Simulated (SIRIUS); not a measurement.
A run of SIRIUS 7.12.0 is set up as follows.

sirius.json

```json
{
  "control": {
    "processing_unit": "cpu",
    "verbosity": 2,
    "num_bands_to_print": 17,
    "print_forces": true,
    "print_stress": true
  },
  "parameters": {
    "electronic_structure_method": "pseudopotential",
    "xc_functionals": ["XC_GGA_X_PBE_SOL", "XC_GGA_C_PBE_SOL"],
    "gk_cutoff": 9.1,
    "pw_cutoff": 18.2,
    "ngridk": [11, 11, 11],
    "shiftk": [0, 0, 0],
    "smearing": "fermi_dirac",
    "smearing_width": 0.0018374661,
    "num_bands": 17,
    "num_mag_dims": 0,
    "num_dft_iter": 100,
    "energy_tol": 1e-08,
    "density_tol": 1e-06
  },
  "iterative_solver": {
    "type": "davidson",
    "min_tolerance": 1e-10
  },
  "mixer": {
    "type": "anderson",
    "beta": 0.7,
    "max_history": 8
  },
  "settings": {
    "tol_ne": 1e-10,
    "pseudo_grid_cutoff": 6.5
  },
  "unit_cell": {
    "lattice_vectors": [
      [-0.011759765674, 3.852448589994, 3.906441844826],
      [3.807747118516, 0.088715082647, 3.80596510678],
      [3.941203356889, 3.885428090321, -0.044741155727]
    ],
    "atom_coordinate_units": "lattice",
    "atom_types": ["Ag"],
    "atom_files": {
      "Ag": "Ag.json"
    },
    "atoms": {
      "Ag": [
        [0.002206, 0.028552, -0.010434]
      ]
    }
  }
}
```

Potentials or basis: PseudoDojo 0.4.1 PBEsol standard (scalar relativistic).

Command:

```bash
$ upf_to_json Ag.upf
$ OMP_NUM_THREADS=1 sirius.scf --input=sirius.json --output=out.json --task=0
```

What does it give for the band gap on the k mesh?

None (metal or under the smearing width).

Estimate the pressure.

-2.6 GPa.

Stress tensor (GPa, compression positive):
```
-2.44 -1.72  1.40
-1.72 -2.69 -0.80
 1.40 -0.80 -2.74
```
